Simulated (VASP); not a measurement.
# SiC (Moissanite 3C) (F-43m) in VASP: notebook

One crystal, SiC (Moissanite 3C), is run at these levels: r2SCAN; tasks: single point.

Everything below comes from runs of VASP 6.6.1. Logs are shortened: lines on timing, memory, paths and dates and some standing lists are left out, and cuts for length are marked.

## 1. The structure

It takes space group F-43m (No. 216, cubic). Conventional cell: a = 4.358 Å, b = 4.358 Å, c = 4.358 Å, α = 90.00°, β = 90.00°, γ = 90.00°. Around Si (site symmetry -43m) lie 4 C at 1.89 Å. C (site symmetry -43m) has 4 Si at 1.89 Å as nearest neighbours.

## 2. Single point, r2SCAN

The input, INCAR:

```
PREC     = Accurate       # precision mode
ENCUT    = 520            # plane-wave cutoff, eV
EDIFF    = 1E-7           # SCF threshold, eV
ISMEAR   = 0              # smearing method
SIGMA    = 0.05           # smearing width, eV
LREAL    = F              # projectors in reciprocal space
LASPH    = T              # aspherical terms in the spheres
NELM     = 100            # most SCF steps
ALGO     = Normal         # electronic algorithm
ISIF     = 2              # what is computed and relaxed
LWAVE    = F              # write WAVECAR
LCHARG   = F              # write CHGCAR
METAGGA  = R2SCAN         # meta-GGA
LMIXTAU  = T            
ADDGRID  = F
```

The input, KPOINTS:

```
regular mesh
0
Gamma
  8 8 8
```

The input, POSCAR:

```
SiC
1.0
    0.0000000000      2.1790000000      2.1790000000
    2.1790000000      0.0000000000      2.1790000000
    2.1790000000      2.1790000000      0.0000000000
Si C
1 1
Direct
    0.0000000000      0.0000000000      0.0000000000
    0.7500000000      0.7500000000      0.7500000000
```

Potentials or basis: VASP PAW PBE potentials, release 64 (Si, C).

Started as:

```
> cat potpaw_PBE.64/Si/POTCAR potpaw_PBE.64/C/POTCAR > POTCAR
> mpirun -np 1 vasp_std > vasp.out
```

OUTCAR:

```text
PREC = Accurate
   ENCUT = 520
   EDIFF = 1E-7
   ISMEAR = 0
   LREAL = F
   LASPH = T
   NELM = 100
   ISIF = 2
   METAGGA = R2SCAN

 Found     29 irreducible k-points:

 Following reciprocal coordinates:
            Coordinates               Weight
  0.000000  0.000000  0.000000      1.000000
  0.125000  0.000000  0.000000      8.000000
  0.250000  0.000000  0.000000      8.000000
  0.375000  0.000000  0.000000      8.000000
  0.500000  0.000000  0.000000      4.000000
  0.125000  0.125000  0.000000      6.000000
   k-points           NKPTS =     29   k-points in BZ     NKDIM =     29   number of bands    NBANDS=      8
   number of dos      NEDOS =    301   number of ions     NIONS =      2
   total plane-waves  NPLWV =  13824
   dimension x,y,z NGX =    24 NGY =   24 NGZ =   24
   dimension x,y,z NGXF=    48 NGYF=   48 NGZF=   48
   ions per type =               1   1
   NGX,Y,Z   is equivalent  to a cutoff of  12.95, 12.95, 12.95 a.u.
   NGXF,Y,Z  is equivalent  to a cutoff of  25.90, 25.90, 25.90 a.u.
 SYSTEM =  unknown system
   PREC   = accura    normal or accurate (medium, high low for compatibility)
   ISTART =      0    job   : 0-new  1-cont  2-samecut
   ICHARG =      2    charge: 1-file 2-atom 10-const
   ISPIN  =      1    spin polarized calculation?
   LNONCOLLINEAR =      F non collinear calculations
   LSORBIT =      F    spin-orbit coupling
   LASPH  =      T    aspherical Exc in radial PAW
   ENCUT  =  520.0 eV  38.22 Ry    6.18 a.u.   5.73  5.73  5.73*2*pi/ulx,y,z
   NELM   =    100;   NELMIN=  2; NELMDL= -5     # of ELM steps
   EDIFF  = 0.1E-06   stopping-criterion for ELM
   LREAL  =      F    real-space projection
   EDIFFG = 0.1E-05   stopping-criterion for IOM
   NSW    =      0    number of steps for IOM
   IBRION =     -1    ionic relax: 0-MD 1-quasi-New 2-CG
   NFREE  =      0    steps in history (QN), initial steepest desc. (CG)
   ISIF   =      2    stress and relaxation
   ISYM   =      2    0-nonsym 1-usesym 2-fastsym
   POTIM  = 0.5000    time-step for ionic-motion
   TEBEG  =    0.0;   TEEND  =   0.0 temperature during run
   PSTRESS=    0.0 pullay stress
   NELECT =       8.0000    total number of electrons
   NUPDOWN=      -1.0000    fix difference up-down
   EMIN   =  10.00;   EMAX   =-10.00  energy-range for DOS
   EFERMI =   0.00;   METHOD = LEGACY
   ISMEAR =     0;   SIGMA  =   0.05  broadening in eV -4-tet -1-fermi 0-gaus
   EFERMI_NEDOS =   21; number of points for ismear=-14 and -15
   IALGO  =     38    algorithm
   IMIX   =      4    mixing-type and parameters
     AMIX     =   0.40;   BMIX     =  1.00
     AMIX_MAG =   1.60;   BMIX_MAG =  1.00
  volume/ion in A,a.u.               =      10.35        69.82
  Fermi-wavevector in a.u.,A,eV,Ry     =   1.192626  2.253736 19.352338  1.422357
  Thomas-Fermi vector in A             =   2.328660
   LORBIT       =      0    0 simple, 1 ext, 2 COOP (PROOUT), +10 PAW based schemes
   METAGGA = R2SCAN    functional components
   LHFCALC =     F    Hartree Fock is set to
   AEXX    =    0.0000 exact exchange contribution
   IVDW    =     0    specifies the selected vdW correction
   LEPSILON=     F    determine dielectric tensor
   LRPA    =     F    only Hartree local field effects (RPA)
 non-spin polarized calculation
 Gauss-broadening in eV      SIGMA  =   0.05
  energy-cutoff  :      520.00
  volume of cell :       20.69
 maximum number of plane-waves:       568
   NGX = 11   NGY = 11   NGZ = 11

 number of electron       8.0000001 magnetization

 Free energy of the ion-electron system (eV)
  ---------------------------------------------------
  ext. energy  EPLUGINS =         0.00000000
  ---------------------------------------------------
  free energy    TOTEN  =       -19.32602208 eV

  energy without entropy =      -19.32602208  energy(sigma->0) =      -19.32602208

 E-fermi :   8.2685     XC(G=0): -11.9342

 val. band max:        7.9830745592   @ k =   0.0000   0.0000   0.0000
 cond. band min:       9.7074980202   @ k =   0.5000   0.5000   0.0000
 fundamental gap:      1.7244234610
 Fermi energy:         8.2684863398

 k-point     1 :       0.0000    0.0000    0.0000
  band No.  band energies     occupation
      1      -8.1968      2.00000
      2       7.9831      2.00000
      3       7.9831      2.00000
      4       7.9831      2.00000
      5      14.8170      0.00000
      6      15.8312      0.00000
      7      15.8312      0.00000
      8      15.8312      0.00000

 k-point     2 :       0.1250    0.0000    0.0000
  band No.  band energies     occupation
      1      -7.8813      2.00000
      2       6.4390      2.00000
      3       7.7728      2.00000
      4       7.7728      2.00000
      5      15.0387      0.00000
      6      16.2052      0.00000
      7      16.2052      0.00000
      8      16.4656      0.00000

 k-point     3 :       0.2500    0.0000    0.0000
  band No.  band energies     occupation
      1      -6.9611      2.00000
      2       3.5133      2.00000
      3       7.3474      2.00000
      4       7.3474      2.00000
      5      14.5414      0.00000
      6      16.4650      0.00000
      7      16.4650      0.00000
      8      18.1521      0.00000

 k-point     4 :       0.3750    0.0000    0.0000
  band No.  band energies     occupation
      1      -5.5770      2.00000
      2       0.6808      2.00000
      3       7.0022      2.00000
      4       7.0022      2.00000
      5      14.1204      0.00000
      6      16.0032      0.00000
      7      16.0032      0.00000
      8      18.8963      0.00000

 k-point     5 :       0.5000    0.0000    0.0000
  band No.  band energies     occupation
      1      -4.5721      2.00000
      2      -0.8357      2.00000
      3       6.8763      2.00000
      4       6.8763      2.00000
      5      13.9746      0.00000
      6      15.7332      0.00000
      7      15.7332      0.00000
      8      18.9356      0.00000

 k-point     6 :       0.1250    0.1250    0.0000
  band No.  band energies     occupation
      1      -7.7759      2.00000
      2       6.8191      2.00000
      3       7.2567      2.00000
      4       7.2567      2.00000
      5      14.7105      0.00000
      6      15.8440      0.00000
      7      16.9564      0.00000
      8      16.9564      0.00000

 [... further k-points ...]

------------------------ aborting loop because EDIFF is reached ----------------------------------------

  FORCE on cell =-STRESS in cart. coord.  units (eV):
  Direction    XX          YY          ZZ          XY          YZ          ZX
  --------------------------------------------------------------------------------------
  -------------------------------------------------------------------------------------
  Total       -0.0567516     -0.0567516     -0.0567516     -0.0000000      0.0000000      0.0000000
  in kB       -4.3942752     -4.3942752     -4.3942752     -0.0000000      0.0000000      0.0000000
  external PRESSURE =      -4.3942752 kB  Pullay stress =       0.0000000 kB

 VOLUME and BASIS-vectors are now :
 -----------------------------------------------------------------------------
  energy-cutoff  :      520.00
  volume of cell :       20.69
      direct lattice vectors                 reciprocal lattice vectors
     0.000000000  2.179000000  2.179000000    -0.229463056  0.229463056  0.229463056
     2.179000000  0.000000000  2.179000000     0.229463056 -0.229463056  0.229463056
     2.179000000  2.179000000  0.000000000     0.229463056  0.229463056 -0.229463056

 POSITION                                       TOTAL-FORCE (eV/Angst)
 -----------------------------------------------------------------------------------
      0.00000      0.00000      0.00000        -0.000000     -0.000000      0.000000
      3.26850      3.26850      3.26850         0.000000      0.000000     -0.000000
 -----------------------------------------------------------------------------------
    total drift:                                0.000001      0.000001      0.000001

  FREE ENERGIE OF THE ION-ELECTRON SYSTEM (eV)
  ---------------------------------------------------
  free  energy   TOTEN  =       -19.3260220776 eV

  energy  without entropy=      -19.3260220776  energy(sigma->0) =      -19.32602208
```

Run time: 12 s. Hardware: 1 thread of Intel Xeon 6975P-C (Granite Rapids), shared host; peak memory 0.13 GiB.

The run converged, but some of its settings lie outside the range that counts as converged, so its numbers aren't taken as properties of the crystal.

Results:

```yaml
Free_energy: -19.3260 eV
Pressure: -0.4 GPa
Band_gap_on_the_k_mesh: 1.72 eV, indirect (least direct gap 5.06 eV)
```

Caveat: the PAW data sets were made with another functional, which shifts forces and pressure a little.

## 3. Single point, r2SCAN

INCAR is that of step 2.

The input, KPOINTS:

```
regular mesh
0
Gamma
  11 11 11
```

POSCAR is that of step 2.

Potentials or basis: VASP PAW PBE potentials, release 64 (Si, C).

Started as:

```
> cat potpaw_PBE.64/Si/POTCAR potpaw_PBE.64/C/POTCAR > POTCAR
> mpirun -np 1 vasp_std > vasp.out
```

OUTCAR:

```text
PREC = Accurate
   ENCUT = 520
   EDIFF = 1E-7
   ISMEAR = 0
   LREAL = F
   LASPH = T
   NELM = 100
   ISIF = 2
   METAGGA = R2SCAN

 Found     56 irreducible k-points:

 Following reciprocal coordinates:
            Coordinates               Weight
  0.000000  0.000000  0.000000      1.000000
  0.090909  0.000000  0.000000      8.000000
  0.181818  0.000000  0.000000      8.000000
  0.272727  0.000000  0.000000      8.000000
  0.363636  0.000000  0.000000      8.000000
  0.454545  0.000000  0.000000      8.000000
   k-points           NKPTS =     56   k-points in BZ     NKDIM =     56   number of bands    NBANDS=      8
   number of dos      NEDOS =    301   number of ions     NIONS =      2
   total plane-waves  NPLWV =  13824
   dimension x,y,z NGX =    24 NGY =   24 NGZ =   24
   dimension x,y,z NGXF=    48 NGYF=   48 NGZF=   48
   ions per type =               1   1
   NGX,Y,Z   is equivalent  to a cutoff of  12.95, 12.95, 12.95 a.u.
   NGXF,Y,Z  is equivalent  to a cutoff of  25.90, 25.90, 25.90 a.u.
 SYSTEM =  unknown system
   PREC   = accura    normal or accurate (medium, high low for compatibility)
   ISTART =      0    job   : 0-new  1-cont  2-samecut
   ICHARG =      2    charge: 1-file 2-atom 10-const
[... 60 lines left out ...]
 Fermi energy:         8.1877300570

 k-point     1 :       0.0000    0.0000    0.0000
  band No.  band energies     occupation
      1      -8.1973      2.00000
      2       7.9822      2.00000
      3       7.9822      2.00000
      4       7.9822      2.00000
      5      14.8162      0.00000
      6      15.8310      0.00000
      7      15.8310      0.00000
      8      15.8310      0.00000
[... 45 lines left out ...]
 k-point     6 :       0.4545    0.0000    0.0000
  band No.  band energies     occupation
      1      -4.7523      2.00000
      2      -0.5883      2.00000
      3       6.8924      2.00000
      4       6.8924      2.00000
      5      13.9935      0.00000
      6      15.7714      0.00000
      7      15.7714      0.00000
      8      18.9372      0.00000

 [... further k-points ...]

------------------------ aborting loop because EDIFF is reached ----------------------------------------

  FORCE on cell =-STRESS in cart. coord.  units (eV):
  Direction    XX          YY          ZZ          XY          YZ          ZX
  --------------------------------------------------------------------------------------
  -------------------------------------------------------------------------------------
  Total       -0.0572605     -0.0572605     -0.0572605     -0.0000000     -0.0000000     -0.0000000
  in kB       -4.4336788     -4.4336788     -4.4336788     -0.0000000     -0.0000000     -0.0000000
  external PRESSURE =      -4.4336788 kB  Pullay stress =       0.0000000 kB

 VOLUME and BASIS-vectors are now :
 -----------------------------------------------------------------------------
  energy-cutoff  :      520.00
  volume of cell :       20.69
      direct lattice vectors                 reciprocal lattice vectors
     0.000000000  2.179000000  2.179000000    -0.229463056  0.229463056  0.229463056
     2.179000000  0.000000000  2.179000000     0.229463056 -0.229463056  0.229463056
     2.179000000  2.179000000  0.000000000     0.229463056  0.229463056 -0.229463056

 POSITION                                       TOTAL-FORCE (eV/Angst)
 -----------------------------------------------------------------------------------
      0.00000      0.00000      0.00000         0.000000      0.000000     -0.000000
      3.26850      3.26850      3.26850        -0.000000     -0.000000      0.000000
 -----------------------------------------------------------------------------------
    total drift:                                0.000001      0.000001      0.000001

  FREE ENERGIE OF THE ION-ELECTRON SYSTEM (eV)
  ---------------------------------------------------
  free  energy   TOTEN  =       -19.3269951033 eV

  energy  without entropy=      -19.3269951032  energy(sigma->0) =      -19.32699510
```

OSZICAR:

```text
N       E                     dE             d eps       ncg     rms          rms(c)
DAV:   1     0.288632779976E-02    0.28863E-02   -0.43845E+03   936   0.878E+02
DAV:   2    -0.219385355344E+02   -0.21941E+02   -0.20521E+02  1272   0.112E+02
DAV:   3    -0.223235557805E+02   -0.38502E+00   -0.38502E+00  1016   0.182E+01
[... 14 lines left out ...]
DAV:  18    -0.193269946766E+02    0.49737E-05   -0.69979E-08   520   0.346E-03    0.770E-04
DAV:  19    -0.193269955142E+02   -0.83760E-06   -0.10502E-08   456   0.115E-03    0.406E-04
DAV:  20    -0.193269948688E+02    0.64536E-06   -0.37385E-09   472   0.627E-04    0.210E-04
DAV:  21    -0.193269951706E+02   -0.30176E-06   -0.17213E-09   456   0.524E-04    0.411E-05
DAV:  22    -0.193269951033E+02    0.67358E-07   -0.34758E-10   472   0.189E-04
   1 F= -.19326995E+02 E0= -.19326995E+02  d E =-.292481E-11
```

It took 19 s on 1 thread of Intel Xeon 6975P-C (Granite Rapids), shared host; peak memory 0.14 GiB.

These settings aren't checked as converged: the numbers below hold their error.

What came out:

```yaml
Free_energy: -19.3270 eV
Pressure: -0.4 GPa
Band_gap_on_the_k_mesh: 1.83 eV, indirect (least direct gap 5.11 eV)
```

Caveat: the PAW data sets were made with another functional, which shifts forces and pressure a little; an odd mesh through Γ misses points on the zone boundary, where band edges often lie.

## 4. Single point, r2SCAN

Changes to INCAR since step 3:

```diff
@@ -1,3 +1,3 @@
 PREC     = Accurate       # precision mode
-ENCUT    = 520            # plane-wave cutoff, eV
+ENCUT    = 650            # plane-wave cutoff, eV
 EDIFF    = 1E-7           # SCF threshold, eV
```

KPOINTS is that of step 3.

POSCAR is that of step 3.

Started as:

```
> cat potpaw_PBE.64/Si/POTCAR potpaw_PBE.64/C/POTCAR > POTCAR
> mpirun -np 1 vasp_std > vasp.out
```

Wall time 40 s (1 thread of Intel Xeon 6975P-C (Granite Rapids), shared host); peak memory 0.16 GiB.

These settings aren't checked as converged: the numbers below hold their error.

Results:

```yaml
Free_energy: -19.3311 eV
Pressure: -0.7 GPa
Band_gap_on_the_k_mesh: 1.83 eV, indirect (least direct gap 5.12 eV)
```

Caveat: the PAW data sets were made with another functional, which shifts forces and pressure a little; an odd mesh through Γ misses points on the zone boundary, where band edges often lie.

## 5. Single point, r2SCAN

Changes to INCAR since step 4:

```diff
@@ -1,3 +1,3 @@
 PREC     = Accurate       # precision mode
-ENCUT    = 650            # plane-wave cutoff, eV
+ENCUT    = 520            # plane-wave cutoff, eV
 EDIFF    = 1E-7           # SCF threshold, eV
```

The input, KPOINTS:

```
regular mesh
0
Gamma
  13 13 13
```

POSCAR is that of step 4.

Started as:

```
> cat potpaw_PBE.64/Si/POTCAR potpaw_PBE.64/C/POTCAR > POTCAR
> mpirun -np 1 vasp_std > vasp.out
```

Wall time 34 s (1 thread of Intel Xeon 6975P-C (Granite Rapids), shared host); peak memory 0.14 GiB.

The run converged, but some of its settings lie outside the range that counts as converged, so its numbers aren't taken as properties of the crystal.

What came out:

* Free energy: -19.3270 eV
* Pressure: -0.4 GPa
* Band gap on the k mesh: 1.80 eV, indirect (least direct gap 5.10 eV)

Caveat: the PAW data sets were made with another functional, which shifts forces and pressure a little; an odd mesh through Γ misses points on the zone boundary, where band edges often lie.

## 6. Single point, r2SCAN

Changes to INCAR since step 5:

```diff
@@ -1,3 +1,3 @@
 PREC     = Accurate       # precision mode
-ENCUT    = 520            # plane-wave cutoff, eV
+ENCUT    = 900            # plane-wave cutoff, eV
 EDIFF    = 1E-7           # SCF threshold, eV
```

The input, KPOINTS:

```
regular mesh
0
Gamma
  11 11 11
```

POSCAR is that of step 5.

Potentials or basis: VASP PAW PBE potentials, release 64 (Si, C).

Started as:

```
> cat potpaw_PBE.64/Si/POTCAR potpaw_PBE.64/C/POTCAR > POTCAR
> mpirun -np 1 vasp_std > vasp.out
```

Run time: 53 s. Hardware: 1 thread of Intel Xeon 6975P-C (Granite Rapids), shared host; peak memory 0.17 GiB.

These settings aren't checked as converged: the numbers below hold their error.

What came out:

* Free energy: -19.3360 eV
* Pressure: -0.5 GPa
* Band gap on the k mesh: 1.83 eV, indirect (least direct gap 5.12 eV)

Caveat: the PAW data sets were made with another functional, which shifts forces and pressure a little; an odd mesh through Γ misses points on the zone boundary, where band edges often lie.
